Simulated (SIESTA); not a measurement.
The system is Co.

```xyz
2
Lattice="2.4720 0.0000 0.0000 -1.2360 2.1408 0.0000 0.0000 0.0000 4.0211" Properties=species:S:1:pos:R:3 pbc="T T T"
Co    1.2360    0.7136    3.0159
Co    0.0000    1.4272    1.0053
```

Base run:

```yaml
Program: SIESTA 5.4.2
Functional: PBEsol
Potentials_or_basis: PseudoDojo 0.4 standard (PBEsol files)
Basis: DZP (energy shift 0.003 Ry; two zetas on semicore shells)
Grid_cutoff: 800 Ry
Energy_shift: 0.003 Ry
k_mesh: 12 × 12 × 7
Occupations: fermi-dirac, width 0.05 eV
Spin: collinear spin, ferromagnetic start
Starting_moments: "[2.0, 2.0] μB"
```

Its results: band gap on the k mesh none (metal or under the smearing width); pressure -5.2 GPa; net moment 3.19 μB per cell; site moments Co +1.60 μB.

**Question.** The run is repeated on the same cell with these changes: functional from PBEsol to PBE; potentials or basis from PseudoDojo 0.4 standard (PBEsol files) to PseudoDojo 0.4 standard (PBE files). What comes out?

**Answer.** Band gap on the k mesh none (metal or under the smearing width); pressure 5.5 GPa; net moment 3.24 μB per cell; site moments Co +1.62 μB.

Caveats: short orbitals over semicore shells can move pressures by several GPa; the basis of atomic orbitals isn't converged, which shifts pressures, moduli and gaps.
